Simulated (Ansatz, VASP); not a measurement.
This is a calculation of Ba for Ansatz 0.2.0.

The input input.yaml:

```yaml
crystal:
  lattice:
    - [-4.2122191369, 4.2122191369, 3.9120205466]
    - [4.2122191369, -4.2122191369, 3.9120205466]
    - [4.2122191369, 4.2122191369, -3.9120205466]
  atoms:
    - { symbol: Ba, position: [0.68185789, 0.18185789, 0.86371578] }
    - { symbol: Ba, position: [0.31814211, 0.81814211, 0.13628422] }
    - { symbol: Ba, position: [0.18185789, 0.31814211, 0.5] }
    - { symbol: Ba, position: [0.81814211, 0.68185789, 0.5] }
hamiltonian:
  xc: pbe
  pseudopotentials: { kind: paw }
kpoints:
  mp_grid: { grid: [5, 5, 5] }
scf:
  occupations: { method: fermi_dirac, width: 0.05 }
output:
  forces: true
  stress: true
  eigenvalues: true
```

Potentials or basis: Ansatz PAW.

Command:

```bash
$ ansatz run input.yaml --threads 2 --pin off --max-ram 5120MiB --backend cpu --events-out ev --progress --plain --runs-dir out
```

Task: Set up the same calculation for VASP 6.6.1. Potentials there: VASP PAW PBE potentials, release 64 (Ba_sv).

Result: As run (the cutoff follows the program's own potentials):

The input INCAR:

```
PREC = Accurate
ENCUT = 520
EDIFF = 1E-6
ISMEAR = -1
SIGMA = 0.05
LREAL = F
LASPH = T
NELM = 100
ALGO = Fast
ISIF = 2
LWAVE = F
LCHARG = F
GGA = PE
NBANDS = 28
```

The input KPOINTS:

```
regular mesh
0
Gamma
  5 5 5
```

Contents of POSCAR:

```
Ba
1.0
   -4.2122191369      4.2122191369      3.9120205466
    4.2122191369     -4.2122191369      3.9120205466
    4.2122191369      4.2122191369     -3.9120205466
Ba
4
Direct
    0.6818578900      0.1818578900      0.8637157800
    0.3181421100      0.8181421100      0.1362842200
    0.1818578900      0.3181421100      0.5000000000
    0.8181421100      0.6818578900      0.5000000000
```

Potentials or basis: VASP PAW PBE potentials, release 64 (Ba_sv).

The run is started by

```console
$ cat potpaw_PBE.64/Ba_sv/POTCAR > POTCAR
$ mpirun -np 1 vasp_std > vasp.out
```

Both were run:

|  | VASP | Ansatz | Ansatz less VASP |
| --- | --- | --- | --- |
| gap on the k mesh at the Fermi level (eV) | none | none | - |
| pressure (GPa) | -0.5 | -0.5 | -0.04 |
| largest component of the traceless stress (GPa) | 0.11 | 0.11 | +0.002 |
| rms of the force components (eV/Å) | 0.077 | 0.075 | -0.0016 |

Atom by atom the forces differ by 0.002 eV/Å (rms over components). A gap of «none» marks a metal or a gap that the smearing closes.

The runs have no spin-orbit coupling, so splittings on Ba are missing.
